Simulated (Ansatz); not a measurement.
Input of an Ansatz 0.2.0 run:

Contents of input.yaml:

```yaml
crystal:
  lattice:
    - [0.0, 2.96575, 2.96575]
    - [2.96575, 0.0, 2.96575]
    - [2.96575, 2.96575, 0.0]
  atoms:
    - { symbol: Pb, position: [0.0, 0.0, 0.0] }
    - { symbol: S, position: [0.5, 0.5, 0.5] }
hamiltonian:
  xc: pbe
  pseudopotentials: { kind: paw }
kpoints:
  mp_grid: { grid: [6, 6, 6] }
scf:
  occupations: { method: fermi_dirac, width: 0.05 }
output:
  forces: true
  stress: true
  eigenvalues: true
```

Potentials or basis: Ansatz PAW.

Command:

```console
$ ansatz run input.yaml --threads 2 --pin off --max-ram 5120MiB --backend cpu --events-out ev --progress --plain --runs-dir out
```

Task: Predict the pressure.

Result: 2.2 GPa.

Task: What does it give for the band gap on the k mesh?

Result: 0.36 eV, direct.

Caveat: spin-orbit coupling is left out, which as a rule narrows the gap of such compounds by several tenths of an eV. A k mesh can miss the band edges.
